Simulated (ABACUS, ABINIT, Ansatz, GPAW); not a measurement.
**CdTe: equilibrium volume by level of theory**

**What was measured.** The equilibrium volume of CdTe (F-43m) is reported as 34.02 Å³/atom at 300 K (a printed reference work). The runs below try to reproduce it.

The structure is cubic, space group F-43m (No. 216). Conventional cell: a = 6.410 Å, b = 6.410 Å, c = 6.410 Å, α = 90.00°, β = 90.00°, γ = 90.00°. Around Te (site symmetry -43m) lie 4 Cd at 2.78 Å. Cd (site symmetry -43m) has 4 Te at 2.78 Å as nearest neighbours.

```tsv
rung	level	program and potentials	cutoff (eV)	k mesh	smearing	task	core time	chip	equilibrium volume (Å³/atom)	miss	notes
GGA	PBEsol	Ansatz, all-electron LAPW, scalar-relativistic	-	7 × 7 × 7	fermi-dirac 0.05	relaxation of cell and atoms	35 s	Arm Neoverse V2	34.17	+0.4 %	-
GGA + dispersion	RPBE+D4	Ansatz, all-electron LAPW, scalar-relativistic	-	7 × 7 × 7	fermi-dirac 0.05	relaxation of cell and atoms	38 s	Arm Neoverse V2	34.61	+1.7 %	-
GGA + dispersion	PBE+D4	Ansatz, all-electron LAPW, scalar-relativistic	-	7 × 7 × 7	fermi-dirac 0.05	relaxation of cell and atoms	43 s	Arm Neoverse V2	34.58	+1.6 %	-
GGA + dispersion	PBEsol+D3(zero damping)	GPAW, PAW data sets generated for this functional	600	6 × 6 × 6	fermi-dirac 0.05	equation of state	50 s	AMD EPYC 9R45 Zen 5	32.83	-3.5 %	-
GGA	PBE	Ansatz, all-electron LAPW, scalar-relativistic	-	7 × 7 × 7	fermi-dirac 0.05	relaxation of cell and atoms	53 s	Arm Neoverse V1	36.22	+6.5 %	-
LDA	LDA	GPAW, the program's PAW data sets (release 1.2.1) made for this functional	600	6 × 6 × 6	fermi-dirac 0.05	equation of state	87 s	Arm Neoverse V1	32.62	-4.1 %	-
GGA + dispersion	BLYP+D3(BJ)	GPAW, PAW data sets generated for this functional	600	6 × 6 × 6	fermi-dirac 0.05	equation of state	93 s	Arm Neoverse V1	34.22	+0.6 %	-
GGA	PBEsol	GPAW, PAW data sets generated for this functional	600	6 × 6 × 6	fermi-dirac 0.05	equation of state	1.7 min	Arm Neoverse V1	33.88	-0.4 %	-
GGA	PBEsol	ABINIT, PseudoDojo NC SR PBEsol v0.4.1 standard	1388	5 × 5 × 5	fermi-dirac 0.05	relaxation of cell and atoms	3.1 min	AMD EPYC 9R45 Zen 5	34.27	+0.7 %	-
GGA	BP86	ABACUS, SG15 ONCV 1.2 PBE, plane waves	1401	6 × 6 × 6	fermi-dirac 0.05	relaxation of cell and atoms	6.8 min	Intel Xeon Platinum 8259CL Skylake/Cascade Lake	36.24	+6.5 %	potentials made for PBE
```

Times are single runs on shared hosts and different chips, so they are rough; meshes, cutoffs and the tasks' sizes weigh on the time. All rows: no spin polarisation. Smearing widths are in eV. Meshes differ between rows, which moves values too. Meshes are those of the run's cell of 2 atoms unless a note names another. Relaxations start from the cell shown or near it and stop with a little pressure left. The cell shown, of 32.92 Å³ an atom, is the runs' start and not the measured value. Misses use the values as printed. Runs on faulty files, with rough fits or with known faults for this quantity aren't shown. No row holds spin-orbit coupling.

By rung: LDA 32.62; GGA 33.88 to 36.24; GGA + dispersion 32.83 to 34.61 (Å³/atom). Measured: 34.02 Å³/atom at 300 K (a printed reference work). Closest is PBEsol with GPAW, PAW data sets generated for this functional (-0.4 %), and PBE misses by +6.5 % on plain settings. The runs are for a static lattice, while measurements hold temperature and zero-point motion.
